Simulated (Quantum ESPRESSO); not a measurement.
The system is Zr.

```
Zr
1.0
     3.23200    0.00000    0.00000
    -1.61600    2.79899    0.00000
     0.00000    0.00000    5.14700
Zr
2
Direct
  0.66667 0.33333 0.75000
  0.33333 0.66667 0.25000
```

```yaml
Program: Quantum ESPRESSO 7.5
Task: phonons
Functional: LDA
Potentials_or_basis: JTH 2.0 LDA
Cutoff: 490 eV
Density_cutoff: 2939 eV
k_mesh: 9 × 9 × 5
Occupations: cold, width 0.2 eV
Spin: no spin polarisation
Form_of_the_LDA_correlation: PW92
Mixing_beta: 0.5
Most_SCF_iterations: 120
SCF_threshold: 4e-10 Ry
```

The cell and the atoms were relaxed first, to 21.77 Å³/atom (a = 3.145 Å, b = 3.145 Å, c = 5.084 Å, α = 90.00°, β = 90.00°, γ = 120.00°), and the response was taken there.

```
Zr
1.0
     3.14463    0.00000    0.00000
    -1.57231    2.72333    0.00000
     0.00000    0.00000    5.08355
Zr
2
Cartesian
  1.5723 0.9078 3.8127
  0.0000 1.8156 1.2709
```

Q: Which optical modes does the crystal have at the zone centre, and which show in infrared and Raman spectra?

A: The optical modes are E2g + B1g. None is infrared active. Raman active: E2g.

Optical modes at Γ, degenerate ones joined:
```
cm⁻¹  components  symmetry  active in
  59           2       E2g      Raman
 181           1       B1g     silent
```

Caveat: the mesh is thin for the phonons of a metal; the cutoff is low for these files, which shifts pressure and relaxed volume.
